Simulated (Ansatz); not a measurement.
A trial structure of ZnSe was built thus: 4-connected net, two elements alternating (P4_322, No. 95). Its size is a rough estimate.

```yaml
crystal:
  lattice:
    - [4.30647, 0.00000, 0.00000]
    - [0.00000, 4.30647, 0.00000]
    - [0.00000, 0.00000, 8.58929]
  atoms:
    - { symbol: Zn, position: [0.11138, 0.50000, 0.25000] }
    - { symbol: Zn, position: [0.50000, 0.88862, 0.50000] }
    - { symbol: Zn, position: [0.50000, 0.11138, 0.00000] }
    - { symbol: Zn, position: [0.88862, 0.50000, 0.75000] }
    - { symbol: Se, position: [0.00000, 0.61138, 0.50000] }
    - { symbol: Se, position: [0.38862, 0.00000, 0.25000] }
    - { symbol: Se, position: [0.61138, 0.00000, 0.75000] }
    - { symbol: Se, position: [0.00000, 0.38862, 0.00000] }
```

All numbers below come from Ansatz 0.2.0, DFT PBE, scalar-relativistic, plane waves, PAW. Cutoff 420 eV, Gaussian smearing, Γ-centred meshes. Cell and atoms relax first on a coarse mesh and then on a converged one. In between, the cell is made exact in the group found at 0.06 Å. The steps can't lower the symmetry of their start. No spin polarisation.

A guess keeps its type if space group and coordination stay and the shape of the cell changes little (axis ratios within about 15 %, angles within 6°); the volume may change.

Question: Will the relaxed cell still be of the starting type?

Answer: It keeps its type. The symmetry stays P4_322 (No. 95). The volume per atom grows by 14.8 %, from 19.9 to 22.8 Å³. The shortest distance goes from 2.25 Å (Zn–Se) to 2.51 Å (Zn–Se). The ratio c/a of the conventional cell changes by a factor of 1.15. Counting neighbours within 15 % of an atom's shortest distance, the start has Se 4, Zn 4 and the end Se 4, Zn 4.

The last run used a 6×6×4 mesh (in the run's order of axes) for its 8-atom cell and Gaussian smearing of 0.02 eV. Symmetry constrained the relaxation, so the result can be a saddle point.
